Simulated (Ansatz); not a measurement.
# SiO2 (P4_2/mnm): phonons and vibrational spectra

Task: relax SiO2 (P4_2/mnm), then find its harmonic phonons.

Calculated with Ansatz 0.2.0; DFT LDA, scalar-relativistic, plane waves, PseudoDojo norm-conserving pseudopotentials.

Report form: the programs' logs are mostly left out.

## (1) Set-up

Symmetry: P4_2/mnm, No. 136, tetragonal system. Conventional cell: a = 4.233 Å, b = 4.233 Å, c = 2.693 Å, α = 90.00°, β = 90.00°, γ = 90.00°. Nearest to Si lie 6 O at 1.78 to 1.84 Å. Nearest to O lie 3 Si at 1.78 to 1.84 Å. Farther neighbours and most contacts between anions are not listed.

## (2) Coarse relaxation

The start is far from rest, so a relaxation with loose tolerances brings it close first.

input.yaml

```yaml
crystal:
  lattice:
    - [4.233169, 0.0, 0.0]
    - [0.0, 4.233169, 0.0]
    - [0.0, 0.0, 2.693495]
  atoms:
    - { symbol: Si, position: [0.5, 0.5, 0.5] }
    - { symbol: Si, position: [0.0, 0.0, 0.0] }
    - { symbol: O, position: [0.693161, 0.693161, 0.0] }
    - { symbol: O, position: [0.193161, 0.806839, 0.5] }
    - { symbol: O, position: [0.306839, 0.306839, 0.0] }
    - { symbol: O, position: [0.806839, 0.193161, 0.5] }
kpoints:
  mp_grid: { grid: [6, 6, 8] }
hamiltonian:
  xc: lda
  pseudopotentials: { kind: nc, accuracy: standard }
scf:
  occupations: { method: gaussian, width: 0.1 }
output:
  forces: true
  stress: true
  eigenvalues: true
relax:
  adjacent_minimum: "off"
  f_tol: 0.05
  max_steps: 80
  cell: { stress_tol: 0.5 }
```

On the command line:

```console
> ansatz run input.yaml --threads 4 --pin off --max-ram 7168MiB --backend cpu --events-out ev --progress --plain --runs-dir out
```

Elapsed: 30 s, on 4 threads of Arm Neoverse N1, shared host; peak memory 0.5 GiB; 1.9 min of CPU time.

Relaxation path:

```tsv
step	energy less that of the first step (eV)	largest force component (eV/Å)	pressure (GPa)	volume (Å³)
1	0.0000	0.1317	-15.87	48.27
2	-0.0885	0.0180	-9.40	47.14
3	-0.1330	0.0408	1.03	45.53
4	-0.1335	0.0212	-0.05	45.65
5*	-0.1329	0.0211	-0.09	45.65
```

Relaxation steps marked * repeat the geometry before them on a plane-wave basis chosen anew for their cell, so energy and pressure can jump there.

The run keeps the 16 symmetry operations that it works with, so distortions that break them were not tested.

```tsv
conventional cell, symmetrised	before	after	change
a (Å)	4.233	4.146	-2.1 %
b (Å)	4.233	4.146	-2.1 %
c (Å)	2.693	2.655	-1.4 %
volume (Å³/atom)	8.04	7.61	-5.4 %
```

Final coordinates:

```xyz
6
Lattice="4.1462 0.0000 0.0000 0.0000 4.1462 0.0000 0.0000 0.0000 2.6552" Properties=species:S:1:pos:R:3 pbc="T T T"
Si    2.0731    2.0731    1.3276
Si    0.0000    0.0000    0.0000
O     2.8796    2.8796    0.0000
O     0.8065    3.3398    1.3276
O     1.2666    1.2666    0.0000
O     3.3398    0.8065    1.3276
```

A gap read on the k-mesh alone can miss the band edges.

This step gave:

```yaml
pressure: -0.09369 GPa
gap_on_the_k_mesh: 5.978 eV
volume_per_atom: 7.608 Å³
direct_gap_on_mesh: 5.978 eV
```

In this step the volume went from 8.04 to 7.61 Å³/atom.

## (3) Bringing the structure to rest

Harmonic phonons are second derivatives at a point where the forces vanish, and they are wanted at zero stress, so atoms and cell are relaxed first.

input.yaml

```yaml
crystal:
  lattice:
    - [4.1462419447, 0.0, 0.0]
    - [0.0, 4.1462419447, 0.0]
    - [0.0, 0.0, 2.6551555241]
  atoms:
    - { symbol: Si, position: [0.5, 0.5, 0.5] }
    - { symbol: Si, position: [0.0, 0.0, 0.0] }
    - { symbol: O, position: [0.6945100706, 0.6945100706, 0.0] }
    - { symbol: O, position: [0.1945100706, 0.8054899294, 0.5] }
    - { symbol: O, position: [0.3054899294, 0.3054899294, 0.0] }
    - { symbol: O, position: [0.8054899294, 0.1945100706, 0.5] }
kpoints:
  mp_grid: { grid: [6, 6, 8] }
hamiltonian:
  xc: lda
  pseudopotentials: { kind: nc, accuracy: standard }
scf:
  occupations: { method: gaussian, width: 0.02 }
output:
  forces: true
  stress: true
  eigenvalues: true
  write_density: true
  write_potential: true
  elf: true
  volumetric_format: npy
relax:
  adjacent_minimum: "off"
  f_tol: 0.005
  max_steps: 80
  cell: { stress_tol: 0.05 }
```

Elapsed: 41 s, on 4 threads; peak memory 0.5 GiB; 2.5 min of CPU time.

Little changed from the start: no atom moved by 0.005 Å and no cell edge by 0.1 %.

This step gave:

* pressure: -0.02368 GPa
* gap on the k-mesh: 5.982 eV
* volume per atom: 7.607 Å³
* direct gap on mesh: 5.982 eV

ELF in the ab plane at fractional z = 0.000, with atoms of Si and O within 0.2 Å of it. It is the smooth field of the valence electrons, not physical close to the nuclei.

Ten even steps from '_' (0.00) to '@' (0.86), each cell a mean:
```
____....______..--++++++--__
__..::..____..==%%@@@@@@%%--
........____::##@@@@@@@@@@++
....________--%%@@==--@@@@++
____________--##%%====@@@@++
______........==%%%%@@@@%%--
__..==**##++::::==##%%##==..
__==%%@@@@%%++::..----::..__
..**@@@@++##%%++..__________
::**@@##__++@@##..__________
::##@@@@##@@@@**..____......
::**@@@@@@@@%%==______..::..
__::**##****==..____......__
____::::::..________....____
```
Columns run along a (4.1 Å), rows up along b (4.1 Å). Atoms in or near the plane, at fractional coordinates: Si at (0.00, 0.00), O at (0.69, 0.69), O at (0.31, 0.31).

Electrostatic potential energy in the ab plane at fractional z = 0.000, with atoms of Si and O within 0.2 Å of it. With pseudopotentials it is smooth inside the atoms' cores, unlike the true potential.

Ten even steps from '0' (-67 eV) to '9' (16 eV), each cell a mean:
```
02689999999741
35789999998864
78899999754787
99999999510489
99999998511599
99999998755799
99999999889999
99987789999999
99841379999999
99720179999999
88852489999988
56787899999876
12689999999852
01589999999730
```
Columns run along a (4.1 Å; values clipped at the 3rd and 97th percentile), rows up along b (4.1 Å). Atoms in or near the plane, at fractional coordinates: Si at (0.00, 0.00), O at (0.69, 0.69), O at (0.31, 0.31).

Valence density in the ab plane at fractional z = 0.000, with atoms of Si and O within 0.2 Å of it. It is the smooth field of the valence electrons, not physical close to the nuclei.

Ten even steps from '0' (0.0 e/Å³) to '9' (5.7 e/Å³), each cell a mean:
```
00000000000000
00000000011110
00000000367410
00000001698710
00000001589610
00000001356300
00001100111000
00123310000000
00279831000000
00397931000000
00269720000000
00123210000000
00000000000000
00000000000000
```
Columns run along a (4.1 Å), rows up along b (4.1 Å). Atoms in or near the plane, at fractional coordinates: Si at (0.00, 0.00), O at (0.69, 0.69), O at (0.31, 0.31).

In this step the volume went from 7.61 to 7.61 Å³/atom.

## (4) Relaxing to small forces for the phonons

Phonons need a cell at rest on their own settings, so the relaxation is repeated with tight tolerances on forces and stress on the k mesh and occupations of the first response run.

input.yaml

```yaml
crystal:
  lattice:
    - [4.145686279, 0.0, 0.0]
    - [0.0, 4.145686279, 0.0]
    - [0.0, 0.0, 2.6557590389]
  atoms:
    - { symbol: Si, position: [0.5, 0.5, 0.5] }
    - { symbol: Si, position: [0.0, 0.0, 0.0] }
    - { symbol: O, position: [0.6943729772, 0.6943729772, 0.0] }
    - { symbol: O, position: [0.1943729772, 0.8056270228, 0.5] }
    - { symbol: O, position: [0.3056270228, 0.3056270228, 0.0] }
    - { symbol: O, position: [0.8056270228, 0.1943729772, 0.5] }
kpoints:
  mp_grid: { grid: [8, 8, 8] }
hamiltonian:
  xc: lda
  pseudopotentials: { kind: nc, accuracy: standard }
scf:
  occupations: { method: fixed }
output:
  forces: true
  stress: true
  eigenvalues: true
relax:
  adjacent_minimum: "off"
  f_tol: 0.001
  max_steps: 60
  cell: { stress_tol: 0.01 }
```

Run time: 36 s. Hardware: 4 threads; peak memory 0.55 GiB.

Little changed from the start: no atom moved by 0.005 Å and no cell edge by 0.1 %.

Numbers from this step:

| Item | Value |
| --- | --- |
| pressure | 4.63e-4 GPa |
| gap on the k-mesh | 5.984 eV |
| direct gap on mesh | 5.984 eV |

The largest force component left is 0.12 meV/Å and the pressure is 0.000 GPa, within the tolerances set. The cell now holds 7.61 Å³/atom.

## (5) Modes at Γ

The zone centre is the only wavevector solved here; it holds the modes that light can see, as far as symmetry allows. The response to a homogeneous field gives the Born charges and the dielectric tensor, and its change with displacement the Raman tensors.

input.yaml, the sections that differ from step 4:

```yaml
crystal:
  lattice:
    - [4.1456441892, 0.0, 0.0]
    - [0.0, 4.1456441892, 0.0]
    - [0.0, 0.0, 2.6556389901]
  atoms:
    - { symbol: Si, position: [0.5, 0.5, 0.5] }
    - { symbol: Si, position: [0.0, 0.0, 0.0] }
    - { symbol: O, position: [0.6943720515, 0.6943720515, 0.0] }
    - { symbol: O, position: [0.1943720515, 0.8056279485, 0.5] }
    - { symbol: O, position: [0.3056279485, 0.3056279485, 0.0] }
    - { symbol: O, position: [0.8056279485, 0.1943720515, 0.5] }
output:
  eigenvalues: true
phonons:
  method: dfpt
  dielectric: true
  rigid_motions: translations
  raman: true
# kpoints, hamiltonian, scf: as in step 4
# relax: removed
```

Elapsed: 10 min, on 4 threads; peak memory 4.1 GiB; 39 min of CPU time.

Numbers from this step:

```yaml
sum_rule_residual_before_enforcement: 2.32e-5 eV/Å²
miss_of_the_charge_sum_rule: 9.12e-4 e
estimated_error_of_the_dielectric_tensor: 0.007996
estimated_error_of_the_born_charges: 0.01287 e
point_group: 4/mmm
highest_optical_mode_at_the_zone_centre_no_lo_to_term: 950.2 cm⁻¹
lowest_optical_zone_centre_mode: 221.7 cm⁻¹
mean_high_frequency_dielectric_constant: 3.379
largest_born_charge_third_of_the_trace: 3.872 e
mean_static_dielectric_constant: 10.25
top_of_the_zone_centre_spectrum_with_the_field: 1053 cm⁻¹
```

Without the LO-TO term. Patterns of degenerate modes are one choice out of their space. Modes at Γ, with each element's share of the kinetic energy:

```tsv
mode	frequency (cm⁻¹)	symmetry	Si %	O %
1	0.0	acoustic	47	53
2	0.0	acoustic	47	53
3	0.0	acoustic	47	53
4	221.7	B1g	0	100
5	386.5	B1u	81	19
6	470.6	Eu	44	56
7	470.6	Eu	44	56
8	586.3	Eg	0	100
9	586.3	Eg	0	100
10	588.2	Eu	63	37
11	588.2	Eu	63	37
12	597.1	A2g	0	100
13	660.1	A2u	53	47
14	755.3	A1g	0	100
15	762.1	B1u	19	81
16	825.5	Eu	46	54
17	825.5	Eu	46	54
18	950.2	B2g	0	100
```

Displacements in mode 4 (221.7 cm⁻¹), the largest set to 1:
```
Si1  0.00  0.00  0.00
Si2  0.00  0.00  0.00
O3   1.00 -1.00  0.00
O4   1.00  1.00  0.00
O5  -1.00  1.00  0.00
O6  -1.00 -1.00  0.00
```

Displacements in mode 14 (755.3 cm⁻¹), the largest set to 1:
```
Si1  0.00  0.00  0.00
Si2  0.00  0.00  0.00
O3   1.00  1.00  0.00
O4   1.00 -1.00  0.00
O5  -1.00 -1.00  0.00
O6  -1.00  1.00  0.00
```

Optical modes at the zone centre, without and with the macroscopic field of the longitudinal modes; each column is sorted by frequency, so a row need not hold one and the same mode. Modes with and without the field, by row:

```tsv
rank among optical modes	no field (cm⁻¹)	q along (1, 0, 0) (cm⁻¹)	q along (0, 0, 1) (cm⁻¹)
1	221.7	221.7	221.7
2	386.5	386.5	386.5
3	470.6	470.6	470.6
4	470.6	565.3	470.6
5	586.3	586.3	586.3
6	586.3	586.3	586.3
7	588.2	588.2	588.2
8	588.2	597.1	588.2
9	597.1	660.1	597.1
10	660.1	704	755.3
11	755.3	755.3	762.1
12	762.1	762.1	825.5
13	825.5	825.5	825.5
14	825.5	950.2	950.2
15	950.2	1041	1053
```

Born charge (rows field, columns displacement) (e), principal values of the symmetric part by kind of site:

```tsv
atom	atoms with these values	low	middle	high	mean
Si1	2	3.44	4.04	4.14	3.87
O3	4	-2.45	-2.02	-1.34	-1.94
```

In full for O3:

```
-1.89 -0.55  0.00
-0.55 -1.89  0.00
 0.00  0.00 -2.02
```

High-frequency dielectric tensor:

```
3.32 0.00 0.00
0.00 3.32 0.00
0.00 0.00 3.49
```

Static dielectric tensor (ions relaxed, fixed cell):

```
10.93  0.00  0.00
 0.00 10.93  0.00
 0.00  0.00  8.89
```

Transverse modes. Infrared lines, with heights relative to the strongest:

```tsv
position (cm⁻¹)	label	relative intensity
222	B1g	0.0
386	B1u	0.0
471	Eu	100
586	Eg	0.0
588	Eu	17
597	A2g	0.0
660	A2u	87
755	A1g	0.0
762	B1u	0.0
826	Eu	43
950	B2g	0.0
```

Activity x (w_L - w)^4 (n + 1)/w, 532 nm, 300 K; modes without the macroscopic field alone. Raman lines, with heights relative to the strongest:

```tsv
position (cm⁻¹)	label	relative intensity
222	B1g	18
386	B1u	0.0
471	Eu	0.0
586	Eg	7.8
588	Eu	0.0
597	A2g	0.0
660	A2u	0.0
755	A1g	100
762	B1u	0.0
826	Eu	0.0
950	B2g	7.1
```

Before it was imposed, the acoustic sum rule was missed by 2.3e-5 eV/Å² and the charge sum rule by 9.1e-4 e. Small misses are needed for a sound result but don't prove that mesh and cutoff are converged. The lowest optical mode is real, 222 cm⁻¹.

## (6) Another isotope, element O, natural mass 15.999 amu

An isotope changes the mass and not the force constants, so no new electronic calculation is needed; the shifts show which modes move this element.

The same force constants with the mass of O changed from 15.999 to 17.999 u (phonopy, no LO-TO term). Both lists are sorted by frequency; levels can cross, so a row need not hold one and the same mode. Modes under 3 cm⁻¹ are left out. Isotope shifts, by row:

```tsv
q	rank	natural mass (cm⁻¹)	changed mass (cm⁻¹)
0 0 0	4	221.7	209
0 0 0	5	386.5	381.9
0 0 0	6	470.6	455.3
0 0 0	7	470.6	455.3
0 0 0	8	586.3	552.8
0 0 0	9	586.3	552.8
0 0 0	10	588.2	563
0 0 0	11	588.2	574.7
0 0 0	12	597.1	574.7
0 0 0	13	660.1	642.7
0 0 0	14	755.3	712.1
0 0 0	15	762.1	727.1
0 0 0	16	825.5	801.6
0 0 0	17	825.5	801.6
0 0 0	18	950.2	895.8
```

A mode of this element alone would shift by -5.72 %. The highest zone-centre frequency without the field goes from 950.2 to 895.8 cm⁻¹ (-5.7 %). The product of the frequency ratios over all optical modes at Γ is 0.543; the product rule, (m/m′)^(3k/2) (M′/M)^(3/2) with k = 4 such atoms and M the mass of the cell, gives 0.543.

## (7) Another isotope, element Si, natural mass 28.085 amu

The same for Si, from 28.09 to 29.97 u.

The same force constants with the mass of Si changed from 28.085 to 29.974 u (phonopy, no LO-TO term). Both lists are sorted by frequency; levels can cross, so a row need not hold one and the same mode. Modes under 3 cm⁻¹ are left out. Isotope shifts, by row:

```tsv
q	rank	natural mass (cm⁻¹)	changed mass (cm⁻¹)
0 0 0	4	221.7	221.7
0 0 0	5	386.5	376.3
0 0 0	6	470.6	463.9
0 0 0	7	470.6	463.9
0 0 0	8	586.3	576
0 0 0	9	586.3	576
0 0 0	10	588.2	586.3
0 0 0	11	588.2	586.3
0 0 0	12	597.1	597.1
0 0 0	13	660.1	648.9
0 0 0	14	755.3	755.3
0 0 0	15	762.1	757.6
0 0 0	16	825.5	813.7
0 0 0	17	825.5	813.7
0 0 0	18	950.2	950.2
```

A mode of this element alone would shift by -3.20 %. The highest zone-centre frequency without the field goes from 950.2 to 950.2 cm⁻¹ (+0.0 %). The product of the frequency ratios over all optical modes at Γ is 0.862; the product rule, (m/m′)^(3k/2) (M′/M)^(3/2) with k = 2 such atoms and M the mass of the cell, gives 0.862.

## (8) Outcome

```json
{"space group after relaxation (within 0.01 Å)": "P4_2/mnm", "volume per atom": "7.61 Å³", "gap on the k-mesh": "5.98 eV", "highest optical mode at the zone centre (no LO-TO term)": "950 cm⁻¹", "top of the zone-centre spectrum with the field": "1053 cm⁻¹", "lowest optical zone-centre mode": "222 cm⁻¹", "mean high-frequency dielectric constant": "3.38", "mean static dielectric constant": "10.2", "largest Born charge (third of the trace)": "3.87 e", "imaginary modes at Γ (the only wavevector solved)": "none"}
```

The structure is stable against zone-centre distortions, since no mode there is imaginary; other wavevectors were not solved, so zone-boundary instabilities are untested. Without the field, the optical modes at Γ span 222 to 950 cm⁻¹. No dispersion was computed. The highest mode in this list at Γ, 950.2 cm⁻¹, is mostly motion of O (100 % of the kinetic energy). With the macroscopic field of the longitudinal modes the top of the zone-centre spectrum lies at 1053 cm⁻¹, against 950 cm⁻¹ without it. Lattice motion raises the mean dielectric constant from 3.379 to 10.25. The strongest infrared line is at 471 cm⁻¹. Averaged over orientations, the strongest Raman line at 532 nm and 300 K is at 755 cm⁻¹. These are harmonic frequencies at zero temperature: anharmonic shifts, linewidths and thermal expansion are left out.

[Logs are printed without paths, hosts, clocks, repeated set-up lines and the standing remarks that a program may print on its own settings, such as how far it seeks lower states.]

[Hosts, paths, dates, database ids (printed as entryN), source tags and the programs' standing remarks are cut or masked in the printed files.]
